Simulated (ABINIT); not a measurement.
Set up this calculation in ABINIT 10.8.3 (patched build), as the native input.

| Property | Result |
| --- | --- |
| Task | equation of state |
| Functional | LDA |
| Potentials or basis | JTH PAW PBE v2.0 |
| Cutoff | 544 eV |
| k mesh | 8 × 8 × 8 |
| Occupations | fermi-dirac, width 0.05 eV |
| Spin | no spin polarisation |
| Fine-grid cutoff | 1088.46 eV |

Crystal: GaSb.

```xyz
2
Lattice="0.0000 3.0590 3.0590 3.0590 0.0000 3.0590 3.0590 3.0590 0.0000" Properties=species:S:1:pos:R:3 pbc="T T T"
Sb    4.5885    4.5885    4.5885
Ga    0.0000    0.0000    0.0000
```

These files were run (other wordings do the same):

run.abi

```
# Datasets: one volume each
ndtset 7
getwfk -1
scalecart1 3*0.9795861087
scalecart2 3*0.9864848297
scalecart3 3*0.9932883884
scalecart4 3*1.0000000000
scalecart5 3*1.0066227096
scalecart6 3*1.0131594038
scalecart7 3*1.0196128224

# Pseudopotentials
pp_dirpath "./"
pseudos "Sb.GGA_PBE-JTH.xml, Ga.GGA_PBE-JTH.xml"

# Structure
acell 3*1.0
rprim
     0.0000000000     5.7806722152     5.7806722152
     5.7806722152     0.0000000000     5.7806722152
     5.7806722152     5.7806722152     0.0000000000
ntypat 2
znucl 51 31
natom 2
typat 1 2
xred
     0.7500000000     0.7500000000     0.7500000000
     0.0000000000     0.0000000000     0.0000000000

# Plane-wave basis
ecut 20.0
pawecutdg 40.0

# k points
kptopt 1
ngkpt 8 8 8
nshiftk 1
shiftk 0.0 0.0 0.0

# Exchange and correlation
ixc 7

# Bands and occupations
nband 18
occopt 3
tsmear 0.00183747

# SCF cycle
nstep 100
tolvrs 1.0e-9

# Output
iomode 3
prtwf 1
prtden 0
prteig 0
prtebands 0
```

Potentials or basis: JTH PAW PBE v2.0.

The run is started by

```console
$ abinit run.abi > log 2>&1
```

It gave:

| Property | Result |
| --- | --- |
| Equilibrium volume | 27.68 Å³/atom |
| Bulk modulus | 54 GPa |
| Pressure derivative of the bulk modulus | 4.3 |

Caveat: pressures at fixed basis lie under the slope of the energies; the PAW data sets were made with another functional, which shifts forces and pressure a little.

It took 3 min on 1 thread of Arm Neoverse V1 (shared host), peak memory 0.15 GiB.
